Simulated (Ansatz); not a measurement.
**MgO: band gap under strain**

Aim: follow the gap of MgO (rocksalt) through these states: -2.5 % strain along [111] alone; -1.3 % shear in the xy plane; +0.3 % equal strain in all directions. The table at the end shows which levels were run.

The runs shown are made with Ansatz 0.2.0. PAW datasets, plane waves. Spin-unpolarised throughout; all numbers are computed.

**1. Starting point**

The unstrained cell was relaxed with r2SCAN; in each strained cell the atoms were relaxed again with r2SCAN. Names of k-points are those of the unstrained zone, where strain can split equivalent points. First state: -2.5 % strain along [111] alone.

It is trigonal, R-3m (No. 166); a = 2.973 Å, c = 7.102 Å in the conventional setting, 9.06 Å³ an atom. Mg has 6 O at 2.09 Å; O has 6 Mg at 2.09 Å.

Coordinates:

```cif
data_structure
_symmetry_space_group_name_H-M 'R-3m:H'
_symmetry_Int_Tables_number 166
_cell_length_a 2.9729
_cell_length_b 2.9729
_cell_length_c 7.1023
_cell_angle_alpha 90.000
_cell_angle_beta 90.000
_cell_angle_gamma 120.000
_cell_volume 54.36
loop_
_atom_site_label
_atom_site_type_symbol
_atom_site_symmetry_multiplicity
_atom_site_Wyckoff_symbol
_atom_site_fract_x
_atom_site_fract_y
_atom_site_fract_z
_atom_site_occupancy
Mg1 Mg 3 a 0.00000 0.00000 0.00000 1
O1 O 3 b 0.33333 0.66667 0.16667 1
```

**2. -2.5 % strain along [111] alone: PBE**

input.yaml reads:

```yaml
crystal:
  lattice:
    - [-0.0346156901, 2.0675517267, 2.0675517267]
    - [2.0675517267, -0.0346156901, 2.0675517267]
    - [2.0675517267, 2.0675517267, -0.0346156901]
  atoms:
    - { symbol: Mg, position: [0.0, 0.0, 0.0] }
    - { symbol: O, position: [0.5, 0.5, 0.5] }
kpoints:
  mp_grid: { grid: [10, 10, 10] }
  band_path:
    path:
      - [0.0, 0.0, 0.0]
      - [0.5, 0.0, 0.5]
      - [0.625, 0.25, 0.625]
      - [0.375, 0.375, 0.75]
      - [0.5, 0.5, 0.5]
      - [0.5, 0.25, 0.75]
    npoints: 1
hamiltonian:
  xc: pbe
scf:
  occupations: { method: fermi_dirac, width: 0.02 }
  n_extra_bands: 4
output:
  forces: true
  stress: true
  eigenvalues: true
```

The runs that follow: -2.5 % strain along [111] alone: r2SCAN; -2.5 % strain along [111] alone: HSE06; -1.3 % shear in the xy plane: PBE; -1.3 % shear in the xy plane: r2SCAN; -1.3 % shear in the xy plane: HSE06; +0.3 % equal strain in all directions: PBE; +0.3 % equal strain in all directions: r2SCAN; +0.3 % equal strain in all directions: HSE06.

What does the calculation give?

The runs gave:

Least gap in eV (negative: overlap):

| state | PBE | r2SCAN | HSE06 |
| --- | --- | --- | --- |
| -2.5 % strain along [111] alone | 4.91 | 5.81 | 6.68 |
| -1.3 % shear in the xy plane | 4.74 | 5.63 | 6.49 |
| +0.3 % equal strain in all directions | 4.70 | 5.59 | 6.44 |

**Reading.** Where both were run, the HSE06 gap lies +1.74 to +1.77 eV from PBE's, each on its own k points. In PBE the gap is least under +0.3 % equal strain in all directions (4.70 eV) and largest under -2.5 % strain along [111] alone (4.91 eV).
